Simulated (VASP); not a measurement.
# Al2O3 (P-6m2) in VASP: further runs

Runs on Al2O3. Level: LDA. Tasks: dielectric tensor.

Everything below comes from runs of VASP 6.6.1. Logs are shortened: lines on timing, memory, paths and dates and some standing lists are left out, and cuts for length are marked.

## (1) Starting point

The structure is hexagonal, space group P-6m2 (No. 187). The conventional cell has a = 2.884 Å, b = 2.884 Å, c = 9.337 Å, α = 90.00°, β = 90.00°, γ = 120.00°. Al (site symmetry 3m) is surrounded by 3 O at 1.80 Å. O (site symmetry 3m) is surrounded by 3 Al at 1.80 Å. O (site symmetry -6m2) has 6 Al at 2.18 Å as nearest neighbours.

Measurements of this composition are mostly on another form, of space group No. 167.

## (2) Dielectric tensor, LDA

INCAR

```
SYSTEM = Al2O3
PREC = Accurate ; ENCUT = 650
EDIFF = 1E-8 ; ISMEAR = 0
SIGMA = 0.01 ; LREAL = .False.
LASPH = .True. ; NELM = 100
ALGO = Normal ; ISIF = 2
LWAVE = .False. ; LCHARG = .False.
LEPSILON = .True.
```

KPOINTS

```
Automatic mesh
0
Gamma
  7 7 2
  0 0 0
```

POSCAR

```
Al2O3
1.0
    2.8843249483      0.0000000000      0.0000000000
   -1.4421624742      2.4978986780      0.0000000000
    0.0000000000      0.0000000000      9.3367544600
Al O
2 3
Direct
    0.0000000000      0.0000000000      0.8500076700
    0.0000000000      0.0000000000      0.1499923300
    0.3333333333      0.6666666667      0.7776830800
    0.6666666667      0.3333333333      0.0000000000
    0.3333333333      0.6666666667      0.2223169200
```

Potentials or basis: VASP PAW LDA potentials, release 64 (Al, O).

Started as:

```bash
cat potpaw_LDA.64/Al/POTCAR potpaw_LDA.64/O/POTCAR > POTCAR
mpirun -np 1 vasp_std > vasp.out
```

OUTCAR:

```text
SYSTEM = Al2O3
   PREC = Accurate
   ENCUT = 650
   EDIFF = 1E-8
   ISMEAR = 0
   LREAL = .False.
   LASPH = .True.
   NELM = 100
   ISIF = 2
   LEPSILON = .True.

 Found     16 irreducible k-points:

 Following reciprocal coordinates:
            Coordinates               Weight
  0.000000  0.000000  0.000000      1.000000
  0.142857  0.000000  0.000000      6.000000
  0.285714 -0.000000  0.000000      6.000000
  0.428571  0.000000  0.000000      6.000000
  0.142857  0.142857  0.000000      6.000000
  0.285714  0.142857  0.000000     12.000000
   k-points           NKPTS =     16   k-points in BZ     NKDIM =     16   number of bands    NBANDS=     16
   number of dos      NEDOS =    301   number of ions     NIONS =      5
   total plane-waves  NPLWV =  46080
   dimension x,y,z NGX =    24 NGY =   24 NGZ =   80
   dimension x,y,z NGXF=    48 NGYF=   48 NGZF=  160
   ions per type =               2   3
   NGX,Y,Z   is equivalent  to a cutoff of  13.83, 13.83, 14.24 a.u.
   NGXF,Y,Z  is equivalent  to a cutoff of  27.67, 27.67, 28.49 a.u.
 SYSTEM =  Al2O3
   PREC   = accura    normal or accurate (medium, high low for compatibility)
   ISTART =      0    job   : 0-new  1-cont  2-samecut
   ICHARG =      2    charge: 1-file 2-atom 10-const
   ISPIN  =      1    spin polarized calculation?
   LNONCOLLINEAR =      F non collinear calculations
   LSORBIT =      F    spin-orbit coupling
   LASPH  =      T    aspherical Exc in radial PAW
   ENCUT  =  650.0 eV  47.77 Ry    6.91 a.u.   6.00  6.00 19.41*2*pi/ulx,y,z
   NELM   =    100;   NELMIN=  2; NELMDL= -5     # of ELM steps
   EDIFF  = 0.1E-07   stopping-criterion for ELM
   LREAL  =      F    real-space projection
   EDIFFG = 0.1E-06   stopping-criterion for IOM
   NSW    =      0    number of steps for IOM
   IBRION =     -1    ionic relax: 0-MD 1-quasi-New 2-CG
   NFREE  =      0    steps in history (QN), initial steepest desc. (CG)
   ISIF   =      2    stress and relaxation
   ISYM   =      2    0-nonsym 1-usesym 2-fastsym
   POTIM  = 0.5000    time-step for ionic-motion
   TEBEG  =    0.0;   TEEND  =   0.0 temperature during run
   PSTRESS=    0.0 pullay stress
   NELECT =      24.0000    total number of electrons
   NUPDOWN=      -1.0000    fix difference up-down
   EMIN   =  10.00;   EMAX   =-10.00  energy-range for DOS
   EFERMI =   0.00;   METHOD = LEGACY
   ISMEAR =     0;   SIGMA  =   0.01  broadening in eV -4-tet -1-fermi 0-gaus
   EFERMI_NEDOS =   21; number of points for ismear=-14 and -15
   IALGO  =     38    algorithm
   IMIX   =      4    mixing-type and parameters
     AMIX     =   0.40;   BMIX     =  1.00
     AMIX_MAG =   1.60;   BMIX_MAG =  1.00
  volume/ion in A,a.u.               =      13.45        90.79
  Fermi-wavevector in a.u.,A,eV,Ry     =   1.161111  2.194181 18.343074  1.348178
  Thomas-Fermi vector in A             =   2.297686
   LORBIT       =      0    0 simple, 1 ext, 2 COOP (PROOUT), +10 PAW based schemes
   GGA     = CA    functional components
   LHFCALC =     F    Hartree Fock is set to
   AEXX    =    0.0000 exact exchange contribution
   IVDW    =     0    specifies the selected vdW correction
   LEPSILON=     T    determine dielectric tensor
   LRPA    =     F    only Hartree local field effects (RPA)
 non-spin polarized calculation
 Gauss-broadening in eV      SIGMA  =   0.01
  energy-cutoff  :      650.00
  volume of cell :       67.27
 maximum number of plane-waves:      2566
 NGX is ok and might be reduce to    24
   NGX = 11   NGY = 11   NGZ = 39

--------------------------------------- Ionic step        1  -------------------------------------------

 number of electron      23.9999993 magnetization

 E-fermi :   0.6191     XC(G=0):  -8.8987

 val. band max:        0.5420468419   @ k =   0.1429   0.0000   0.0000
 cond. band min:       5.3026801512   @ k =   0.0000   0.0000   0.0000
 fundamental gap:      4.7606333092
 Fermi energy:         0.6191388491

 k-point     1 :       0.0000    0.0000    0.0000
  band No.  band energies     occupation
      1     -17.9030      2.00000
      2     -16.8478      2.00000
      3     -15.6132      2.00000
      4      -4.4270      2.00000
      5      -1.5505      2.00000
      6      -0.9236      2.00000
      7      -0.9236      2.00000
      8      -0.6918      2.00000
      9      -0.6918      2.00000
     10       0.0258      2.00000
     11       0.0258      2.00000
     12       0.3075      2.00000
     13       5.3027      0.00000
     14       7.9521      0.00000
     15       8.2506      0.00000
     16       9.7284      0.00000

 k-point     2 :       0.1429    0.0000    0.0000
  band No.  band energies     occupation
      1     -17.6511      2.00000
      2     -16.6592      2.00000
      3     -15.5227      2.00000
      4      -4.3014      2.00000
      5      -2.2356      2.00000
      6      -1.5756      2.00000
      7      -1.4797      2.00000
      8      -1.1635      2.00000
      9      -0.8412      2.00000
     10      -0.4357      2.00000
     11      -0.0446      2.00000
     12       0.5420      2.00000
     13       6.3429      0.00000
     14       8.5007      0.00000
     15       8.8946      0.00000
     16      10.3226      0.00000

 k-point     3 :       0.2857   -0.0000    0.0000
  band No.  band energies     occupation
      1     -16.9834      2.00000
      2     -16.1973      2.00000
      3     -15.3580      2.00000
      4      -4.4560      2.00000
      5      -3.9643      2.00000
      6      -2.8070      2.00000
      7      -2.3090      2.00000
      8      -1.6200      2.00000
      9      -1.1547      2.00000
     10      -0.3028      2.00000
     11      -0.2449      2.00000
     12       0.4049      2.00000
     13       7.8021      0.00000
     14       9.3992      0.00000
     15       9.6352      0.00000
     16      10.8888      0.00000

 k-point     4 :       0.4286    0.0000    0.0000
  band No.  band energies     occupation
      1     -16.2188      2.00000
      2     -15.7776      2.00000
      3     -15.3778      2.00000
      4      -5.2525      2.00000
      5      -5.1668      2.00000
      6      -3.7332      2.00000
      7      -1.9351      2.00000
      8      -1.8376      2.00000
      9      -1.3874      2.00000
     10      -0.4209      2.00000
     11      -0.1102      2.00000
     12      -0.0445      2.00000
     13       8.1794      0.00000
     14       9.2843      0.00000
     15       9.5013      0.00000
     16      11.4299      0.00000

 k-point     5 :       0.1429    0.1429    0.0000
  band No.  band energies     occupation
      1     -17.1897      2.00000
      2     -16.3324      2.00000
      3     -15.3928      2.00000
      4      -4.2834      2.00000
      5      -3.1988      2.00000
      6      -2.7668      2.00000
      7      -2.2003      2.00000
      8      -1.4538      2.00000
      9      -1.2360      2.00000
     10      -0.4895      2.00000
     11      -0.2127      2.00000
     12       0.5253      2.00000
     13       7.6358      0.00000
     14       9.2476      0.00000
     15       9.7776      0.00000
     16      11.1151      0.00000

 k-point     6 :       0.2857    0.1429    0.0000
  band No.  band energies     occupation
      1     -16.4525      2.00000
      2     -15.8811      2.00000
      3     -15.3179      2.00000
      4      -4.7515      2.00000
      5      -4.6137      2.00000
      6      -3.5357      2.00000
      7      -2.2572      2.00000
      8      -2.1959      2.00000
      9      -1.5618      2.00000
     10      -0.9967      2.00000
     11       0.1498      2.00000
     12       0.1704      2.00000
     13       8.6912      0.00000
     14       9.9752      0.00000
     15      10.2558      0.00000
     16      11.1943      0.00000

 [... further k-points ...]

  FORCE on cell =-STRESS in cart. coord.  units (eV):
  Direction    XX          YY          ZZ          XY          YZ          ZX
  --------------------------------------------------------------------------------------
  -------------------------------------------------------------------------------------
  Total       -3.0948099     -3.0948099     -2.2068360      0.0000000     -0.0000000      0.0000000
  in kB      -73.7105434    -73.7105434    -52.5612519      0.0000000     -0.0000000      0.0000000
  external PRESSURE =     -66.6607795 kB  Pullay stress =       0.0000000 kB

 VOLUME and BASIS-vectors are now :
 -----------------------------------------------------------------------------
  energy-cutoff  :      650.00
  volume of cell :       67.27
      direct lattice vectors                 reciprocal lattice vectors
     2.884324948  0.000000000  0.000000000     0.346701574  0.200168247  0.000000000
    -1.442162474  2.497898678  0.000000000     0.000000000  0.400336494  0.000000000
     0.000000000  0.000000000  9.336754460     0.000000000  0.000000000  0.107103598

 POSITION                                       TOTAL-FORCE (eV/Angst)
 -----------------------------------------------------------------------------------
      0.00000      0.00000      7.93631         0.000000     -0.000000     -0.019613
      0.00000      0.00000      1.40044         0.000000     -0.000000      0.019613
     -0.00000      1.66527      7.26104         0.000000      0.000000      0.502918
      1.44216      0.83263      0.00000        -0.000000      0.000000      0.000000
     -0.00000      1.66527      2.07572        -0.000000      0.000000     -0.502918
 -----------------------------------------------------------------------------------
    total drift:                                0.000000     -0.000000      0.000000

  FREE ENERGIE OF THE ION-ELECTRON SYSTEM (eV)
  ---------------------------------------------------
  free  energy   TOTEN  =       -40.1101601982 eV

  energy  without entropy=      -40.1101601982  energy(sigma->0) =      -40.11016020

 HEAD OF MICROSCOPIC STATIC DIELECTRIC TENSOR (INDEPENDENT PARTICLE, excluding Hartree and local field effects)
 ------------------------------------------------------
           2.808014    -0.000000     0.000000
          -0.000000     2.808014    -0.000000
          -0.000000    -0.000000     2.621099
 ------------------------------------------------------

 Free energy of the ion-electron system (eV)
  ---------------------------------------------------
  ---------------------------------------------------
  free energy    TOTEN  =        -0.33851994 eV

  energy without entropy =       -0.33851994

------------------------ aborting loop because EDIFF is reached ----------------------------------------

--------------------------------------- Ionic step        2  -------------------------------------------

------------------------ aborting loop because EDIFF is reached ----------------------------------------

--------------------------------------- Ionic step        3  -------------------------------------------

 Free energy of the ion-electron system (eV)
  ---------------------------------------------------
  ---------------------------------------------------
  free energy    TOTEN  =        -0.18929051 eV

  energy without entropy =       -0.18929051

------------------------ aborting loop because EDIFF is reached ----------------------------------------

 PIEZOELECTRIC TENSOR FIELD DIRECTION 3  (e Angst)
 -----------------------------------------------------------------------------
    -0.00000  0.00000  0.00000           ( -0.00000  0.00000  0.00000)
    -0.00000 -0.00000 -0.00000           (  0.00000 -0.00000  0.00000)
     0.00000  0.00000 -0.00000           (  0.00000  0.00000 -0.00000)

 PIEZOELECTRIC TENSOR FIELD DIRECTION 3  (C/m^2)
 -----------------------------------------------------------------------------
    -0.00000  0.00000  0.00000
    -0.00000 -0.00000 -0.00000
     0.00000  0.00000 -0.00000

 MACROSCOPIC STATIC DIELECTRIC TENSOR (including local field effects in DFT)
 ------------------------------------------------------
           2.706003    -0.000000    -0.000000
          -0.000000     2.706003    -0.000000
           0.000000     0.000000     1.944944
 ------------------------------------------------------

 PIEZOELECTRIC TENSOR (including local field effects)  for field in x, y, z        (e  Angst)
          XX          YY          ZZ          XY          YZ          ZX
  --------------------------------------------------------------------------------
  x     0.00000    -0.00000     0.00000    -0.07306     0.00000     0.00000
  y    -0.07306     0.07306     0.00000    -0.00000     0.00000     0.00000
  z     0.00000     0.00000     0.00000     0.00000     0.00000     0.00000

 PIEZOELECTRIC TENSOR (including local field effects)  for field in x, y, z        (C/m^2)
          XX          YY          ZZ          XY          YZ          ZX
  --------------------------------------------------------------------------------
  x     0.00000    -0.00000     0.00000    -0.01740     0.00000     0.00000
  y    -0.01740     0.01740     0.00000    -0.00000     0.00000     0.00000
  z     0.00000     0.00000     0.00000     0.00000     0.00000     0.00000

 BORN EFFECTIVE CHARGES (including local field effects) (in |e|, cummulative output)
 ---------------------------------------------------------------------------------
 ion    1
    1     3.02073    -0.00000     0.00000
    2    -0.00000     3.02073     0.00000
    3     0.00000     0.00000     1.53246
 ion    2
    1     3.02073    -0.00000    -0.00000
    2    -0.00000     3.02073     0.00000
    3    -0.00000     0.00000     1.53246
 ion    3
    1    -1.90050     0.00000    -0.00000
    2     0.00000    -1.90050     0.00000
    3    -0.00000     0.00000    -0.92557
 ion    4
    1    -2.24046     0.00000     0.00000
    2     0.00000    -2.24046     0.00000
    3    -0.00000     0.00000    -1.21379
 ion    5
    1    -1.90050     0.00000     0.00000
    2     0.00000    -1.90050     0.00000
    3     0.00000     0.00000    -0.92557
```

It took 2.4 min on 1 thread of AMD EPYC 9R45 (Zen 5), shared host; peak memory 0.26 GiB.

These settings aren't checked as converged: the numbers below hold their error.

What came out:

```
Band gap on the k mesh                  : 4.76 eV, indirect (least direct gap 5.00 eV)
Electronic dielectric tensor (diagonal) : 2.71, 2.71, 1.94
Born charges (mean of the diagonal)     : Al +2.52; O -1.58, -1.90 e
```

Caveat: an odd mesh through Γ misses points on the zone boundary, where band edges often lie.

(Part 1 of 3 ends here.)
